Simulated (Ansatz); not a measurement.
# TaN: pressure against volume

TaN, P-6m2, a = 2.924 Å, c = 2.871 Å. This isn't the usual stable structure of the compound. Ansatz: PBEsol, PAW, 420 eV, Γ-centred 18×18×14 mesh on 2 atoms, Gaussian smearing 0.10 eV; no spin polarisation. Shape and atoms are relaxed at each volume; pressure is positive in compression.

```tsv
V (Å³/atom)	P (GPa)
9.990	?
10.309	11.78
10.628	0.00
10.947	-10.04
11.265	-18.58
```

**Question.** Take V0 = 10.628 Å³/atom, fit the third-order Birch–Murnaghan form to the other rows, and predict the missing pressure.

**Answer.** With the Eulerian strain f = ½[(V0/V)^(2/3) − 1] and y = P/[3f(1 + 2f)^(5/2)], the form is the line y = B0 + 1.5 B0 (B0′ − 4) f. Rows (f, y): 0.01026, 363.8; -0.00976, 360.2; -0.01903, 358.6. Means f = -0.006177, y = 360.87; Σ(Δf)² = 0.0004482, ΣΔfΔy = 0.07974; the slope is their ratio. y = 362.0 + 177.9 f GPa, so B0 = 362.0 GPa and B0′ = 4 + 2 × (177.9)/(3 × 362.0) = 4.33. At V = 9.990, f = 0.02107, y = 365.75 and P = 25.63 GPa. The run gave 25.59 GPa, so the fit is 0.04 GPa too high, a small miss on the scale of the series. The form still works here, 33 % of the fitted range beyond its end.

Spin–orbit coupling is left out, which can shift energies with elements as heavy as these.